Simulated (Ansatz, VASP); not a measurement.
# One calculation of ZnS, two programs

```
CELL_PARAMETERS angstrom
3.75692 0.00000 0.00000
-1.87846 3.25359 0.00000
0.00000 0.00000 6.12476
ATOMIC_POSITIONS crystal
Zn 0.33333 0.66667 0.00484
Zn 0.66667 0.33333 0.50484
S 0.33333 0.66667 0.38016
S 0.66667 0.33333 0.88016
```

Change from the starting cell: in-plane strain +0.005, out-of-plane length and atoms relaxed by PAW.

Alike in both runs: functional LDA; k mesh 6 × 6 × 4; no spin polarisation.

Ansatz relaxed the structure, and its values are those at the end. VASP's run is a single point on that final structure, the one shown.

```csv
,VASP,Ansatz
version,VASP 6.6.1,Ansatz 0.2.0
potentials or method,"VASP PAW LDA potentials, release 64 (Zn, S)","PAW with Ansatz's default frozen-core files, scalar-relativistic"
plane-wave cutoff (eV),520,420
occupations,"gaussian, width 0.01 eV",fixed
valence electrons in the cell,36,36
```

Ansatz gave:

| Property | Result |
| --- | --- |
| pressure (GPa) | -0.6 |

Q: Estimate VASP's values.

A: Pressure (GPa): -0.3.
